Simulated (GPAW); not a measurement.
Crystal: Cu2O.

```
Cu O
1.0
     4.26000    0.00000    0.00000
     0.00000    4.26000    0.00000
     0.00000    0.00000    4.26000
Cu O
4 2
Direct
  0.25000 0.25000 0.25000
  0.25000 0.75000 0.75000
  0.75000 0.75000 0.25000
  0.75000 0.25000 0.75000
  0.00000 0.00000 0.00000
  0.50000 0.50000 0.50000
```

Base run:

```yaml
Program: GPAW 26.7.0
Functional: GLLB-SC
Potentials_or_basis: the program's PAW data sets (release 1.2.1) made for this functional
Cutoff: 600 eV
Basis: pw
k_mesh: 6 × 6 × 6
Occupations: fermi-dirac, width 0.05 eV
Spin: no spin polarisation
```

Its results: band gap on the k mesh with the derivative discontinuity 1.08 eV.

The run is repeated on the same cell with these changes: functional from GLLB-SC to TB-mBJ; potentials or basis from the program's PAW data sets (release 1.2.1) made for this functional to GPAW PAW data sets for LDA (gpaw-data 1.2.1). What comes out?

Band gap on the k mesh 0.80 eV, direct.

Caveats: a model potential gives levels but no total energy; the GLLB-SC gap is the Kohn-Sham gap of the path plus the derivative discontinuity (some runs).

A k mesh can miss the band edges.
